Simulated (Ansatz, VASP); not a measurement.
**Two plane-wave programs on Ga**

The input INCAR:

```
  PREC = Accurate
  ENCUT = 520
  EDIFF = 1E-6
  ISMEAR = 0
  SIGMA = 0.1
  LREAL = F
  LASPH = T
  NELM = 100
  ALGO = Normal
  ISIF = 2
  LWAVE = F
  LCHARG = F
  GGA = PS
  NBANDS = 12
```

KPOINTS

```
regular mesh
0
Gamma
  18 18 18
```

The input POSCAR:

```
Ga
1.0
    0.0000000000      1.9851185135      1.9851185135
    1.9851185135      0.0000000000      1.9851185135
    1.9851185135      1.9851185135      0.0000000000
Ga
1
Direct
    0.0000000000      0.0000000000      0.0000000000
```

Input for Ansatz:

```yaml
crystal:
  lattice:
    - [0.0, 1.9851185135, 1.9851185135]
    - [1.9851185135, 0.0, 1.9851185135]
    - [1.9851185135, 1.9851185135, 0.0]
  atoms:
    - { symbol: Ga, position: [0.0, 0.0, 0.0] }
basis:
  ecutwfc: 420
kpoints:
  mp_grid: { grid: [18, 18, 18] }
hamiltonian:
  xc: pbesol
scf:
  occupations: { method: gaussian, width: 0.1 }
output:
  forces: true
  stress: true
  eigenvalues: true
  populations: true
```

Alike in both runs: task single point; functional PBEsol; k mesh 18 × 18 × 18; occupations gaussian, width 0.1 eV; no spin polarisation.

|  | VASP | Ansatz |
| --- | --- | --- |
| version | VASP 6.6.1 | Ansatz 0.2.0 |
| potentials or method | VASP PAW PBE potentials, release 64 (Ga_d) | scalar-relativistic, plane waves, PAW |
| plane-wave cutoff (eV) | 520 | 420 |
| valence electrons in the cell | 13 | 13 |

```tsv
	VASP	Ansatz	Ansatz less VASP
gap on the k mesh at the Fermi level (eV)	none	none	-
pressure (GPa)	10.2	10.1	-0.11
```

A gap of «none» marks a metal or a gap that the smearing closes.

Caveats: the PAW data sets were made with another functional, which shifts forces and pressure a little (VASP).
